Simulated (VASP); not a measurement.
Wanted: the native input for a VASP 6.6.1 run.

```
Task                   : electric field gradients
Functional             : PBE
Potentials or basis    : VASP PAW PBE potentials, release 64 (Hf_pv)
Cutoff                 : 520 eV
k mesh                 : 14 × 14 × 14
Occupations            : fermi-dirac, width 0.05 eV
Spin                   : no spin polarisation
Dipole correction      : no
Further INCAR settings : ALGO = Normal; EDIFF = 1e-08; NBANDS = 11
```

The structure of Hf lies in POSCAR:

```
Hf
1.0
   -1.7907512370      1.7907512370      1.7907512370
    1.7907512370     -1.7907512370      1.7907512370
    1.7907512370      1.7907512370     -1.7907512370
Hf
1
Direct
    0.0000000000      0.0000000000      0.0000000000
```

This isn't the form of Hf at room conditions, which is hcp.

The cell isn't the ideal one: functional pbe, volume scaled by 1.04, PAW files.

One way to write it, as run:

INCAR

```
  PREC = Accurate
  ENCUT = 520
  EDIFF = 1E-8
  ISMEAR = -1
  SIGMA = 0.05
  LREAL = F
  LASPH = T
  NELM = 60
  ALGO = Normal
  ISIF = 2
  LWAVE = F
  LCHARG = F
  GGA = PE
  LEFG = T
  NBANDS = 11
```

KPOINTS

```
Automatic mesh
0
Gamma
  14 14 14
```

Potentials or basis: VASP PAW PBE potentials, release 64 (Hf_pv).

Launch:

```console
$ cat potpaw_PBE.64/Hf_pv/POTCAR > POTCAR
$ mpirun -np 1 vasp_std > vasp.out
```

Results of the run:

- Pressure: -3.2 GPa
- Band gap on the k mesh: none (metal or under the smearing width)

Wall time 14 s on 1 thread of AMD EPYC 9R45 96-Core Processor (Zen 5) (shared host), peak memory 0.12 GiB.
